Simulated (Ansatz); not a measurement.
Map of one atom of the cell for BeO (wurtzite)

BeO (wurtzite)

```
CELL_PARAMETERS angstrom
      2.69049     0.00000     0.00000
     -1.34524     2.33003     0.00000
      0.00000     0.00000     4.36988
ATOMIC_POSITIONS crystal
  Be 0.66667 0.33333 0.00145
  Be 0.33333 0.66667 0.50145
  O  0.66667 0.33333 0.62375
  O  0.33333 0.66667 0.12375
```

Two-dimensional scan of atom 3 (O, nearest neighbour Be at 1.643 Å; its periodic images, 2.7 Å or more away, move with it): u runs along (1.000, 0.000, 0.000), v along (0.000, 1.000, 0.000) (Cartesian). Cell and other atoms are fixed.

These are r2SCAN (plane waves to 500 eV, PAW, scalar-relativistic; Ansatz, an electronic-structure program) values and carry that method's errors. k mesh 11×11×6 (Γ-centred), Fermi-Dirac smearing 0.05 eV. E stands for the smeared free energy. Compression counts positive. Points where atoms come too close for the PAW data are left out (x in tables, blank in figures). BeO was relaxed with its symmetry unable to fall. ΔE is measured from the undisplaced structure. Axes are in Å.

ΔE (meV/cell), with u across and v down:

```csv
v \ u,-0.410,-0.205,0.000,0.205,0.410
-0.410,1473,1727,1855,1727,1473
-0.205,777,435,344,435,777
0.000,1220,276,0,276,1220
0.205,2492,714,210,714,2492
0.410,x,1416,652,1416,x
```

P (GPa), with u across and v down:

```tsv
v \ u	-0.410	-0.205	0.000	0.205	0.410
-0.410	18.5	22.0	23.6	22.0	18.5
-0.205	10.2	5.9	4.7	5.9	10.2
0.000	15.9	3.8	0.0	3.8	15.9
0.205	31.0	9.5	2.9	9.5	31.0
0.410	x	18.3	8.7	18.3	x
```

Summary:

- Lowest place on the grid: u = 0.000 Å, v = 0.000 Å (0 meV/cell)

The 25 points together took very roughly 9 core-minutes.

(For displaced atoms, the force is minus the slope of the energy, and its curvature is a force constant, which sets phonon frequencies.)
